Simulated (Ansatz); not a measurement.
Crystal: Au.

```xyz
2
Lattice="2.8155 0.0000 0.0000 -0.0130 2.8202 0.0000 -1.1379 -1.1854 4.9240" Properties=species:S:1:pos:R:3 pbc="T T T"
Au    1.5740    1.5533    1.3495
Au    0.0907    0.0815    3.5746
```

This isn't the form of Au at room conditions, which is fcc.

Program: Ansatz 0.2.0. Alike in all runs: potentials or basis Ansatz PAW; no spin polarisation; cell as given; smearing fermi-dirac 0.05 eV.

Q: Order these runs on this cell by their pressure, lowest first.
A. level LDA; k mesh 6 × 6 × 3; cutoff (eV) 420; mesh quality coarse
B. level r2SCAN; k mesh 6 × 6 × 3; cutoff (eV) 500; mesh quality coarse
C. level PBEsol; k mesh 10 × 10 × 6; cutoff (eV) 420; mesh quality not flagged

A: A (-12.8 GPa), C (-8.0 GPa), B (-5.2 GPa).

Caveats: some runs use coarse meshes; the PAW data sets come from PBE, with cores solved anew for the run's functional, which leaves a small shift of forces and pressure.

Not every run made on this cell is shown here.
